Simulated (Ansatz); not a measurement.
# Al (beta tin type): the cost of one run

Computed with Ansatz 0.2.0 (DFT PBE, with the methods named in each step, unless a step's input says otherwise).

### Step 1. The structure to begin with

Symmetry: I4_1/amd, No. 141, tetragonal system. The conventional cell has a = 5.291 Å, b = 5.291 Å, c = 2.743 Å, α = 90.00°, β = 90.00°, γ = 90.00°. Al (site symmetry -4m2) is surrounded by 6 Al at 2.73 to 2.74 Å.

Structure file:

```
CELL_PARAMETERS angstrom
-2.64559 2.64559 1.37131
2.64559 -2.64559 1.37131
2.64559 2.64559 -1.37131
ATOMIC_POSITIONS crystal
Al 0.62500 0.87500 0.75000
Al 0.37500 0.12500 0.25000
```

Whether this phase is the stable one at these pressures isn't tested.

Atoms are numbered in the order of the input: Al1, Al2.

### Step 2. The reference volume, LAPW

Contents of input.yaml:

```yaml
crystal:
  lattice:
    - [-2.6455853965, 2.6455853965, 1.3713062696]
    - [2.6455853965, -2.6455853965, 1.3713062696]
    - [2.6455853965, 2.6455853965, -1.3713062696]
  atoms:
    - { symbol: Al, position: [-0.375, -0.125, -0.25] }
    - { symbol: Al, position: [0.375, 0.125, 0.25] }
kpoints:
  mp_grid: { grid: [16, 16, 16] }
  band_path:
    path:
      - [0.0, 0.0, 0.0]
      - [0.0, 0.0, 0.5]
      - [-0.5, 0.5, 0.5]
      - [0.0, 0.0, 0.0]
      - [0.3171684556, 0.3171684556, -0.3171684556]
      - [-0.3171684556, 0.6828315444, 0.3171684556]
      - [-0.5, 0.5, 0.5]
      - [0.0, 0.0, 0.5]
      - [0.25, 0.25, 0.25]
    npoints: 14
scf:
  occupations: { method: fermi_dirac, width: 0.05 }
hamiltonian:
  xc: pbe
  pseudopotentials: { kind: all_electron, lapw: { basis_error: 0.001 } }
output:
  forces: true
  stress: true
  eigenvalues: true
  populations: true
  dos: { projected: true, de: 0.2, e_range: [-14, 8] }
```

On the command line:

```console
ansatz run input.yaml --threads 1 --pin off --max-ram 2048MiB --backend cpu --events-out ev --progress --plain --runs-dir out
```

Q: Estimate wall time and peak memory on 1 thread of Intel Xeon Platinum 8488C (Sapphire Rapids), shared host.

About 17 s, with a peak of 0.46 GiB.
